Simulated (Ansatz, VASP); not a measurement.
## Two plane-wave programs on Ni3Ge

```
Ni Ge
1.0
     3.53033    0.00000    0.00000
     0.00000    3.53033    0.00000
     0.00000    0.00000    3.53033
Ni Ge
3 1
Direct
  0.50000 0.00000 0.50000
  0.00000 0.50000 0.50000
  0.50000 0.50000 0.00000
  0.00000 0.00000 0.00000
```

Alike in both runs: task single point; functional PBEsol; k mesh 6 × 6 × 6; occupations gaussian, width 0.1 eV; no spin polarisation.

|  | VASP | Ansatz |
| --- | --- | --- |
| version | VASP 6.6.1 | Ansatz 0.2.0 |
| potentials or method | VASP PAW PBE potentials, release 64 (Ni, Ge_d) | scalar-relativistic, plane waves, PAW |
| plane-wave cutoff (eV) | 520 | 420 |
| valence electrons in the cell | 44 | 68 |

```csv
,VASP,Ansatz,Ansatz less VASP
gap on the k mesh at the Fermi level (eV),none,none,-
pressure (GPa),-0.7,-0.9,-0.22
```

A gap of «none» marks a metal or a gap that the smearing closes. The functional is the same, so the differences come from potentials, cutoffs and numerics. The two sets of potentials don't hold the same shells in valence.

Caveats: the PAW data sets were made with another functional, which shifts forces and pressure a little (VASP). Spin polarisation is off, so any magnetic state and its effect on volume and gap are missing.
